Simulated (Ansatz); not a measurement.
Crystal: GaCuSe2.

```xyz
8
Lattice="-2.8096 2.8096 5.5130 2.8096 -2.8096 5.5130 2.8096 2.8096 -5.5130" Properties=species:S:1:pos:R:3 pbc="T T T"
Se    1.4048   -1.4013    4.1348
Se    1.4013    1.4048    6.8913
Se    1.4048    4.2108   -1.3783
Se    1.4083    1.4048    1.3783
Ga    2.8096    0.0000    2.7565
Ga    0.0000    0.0000    5.5130
Cu    0.0000    2.8096    2.7565
Cu    0.0000    0.0000    0.0000
```

Base run:

- Program: Ansatz 0.2.0
- Functional: RPBE
- Potentials or basis: Ansatz PAW
- Cutoff: 420 eV (not typed: the program's choice for these potentials)
- k mesh: 7 × 7 × 7
- Occupations: fermi-dirac, width 0.05 eV
- Spin: no spin polarisation

Its results: band gap on the k mesh 0.33 eV, direct; pressure 5.1 GPa; largest force 0.358 eV/Å.

The run is repeated on the same cell with these changes: functional from RPBE to BLYP. What comes out?

Band gap on the k mesh 0.20 eV, direct; pressure 6.8 GPa; largest force 0.366 eV/Å.

Caveats: the PAW data sets come from PBE, with cores solved anew for the run's functional, which leaves a small shift of forces and pressure.
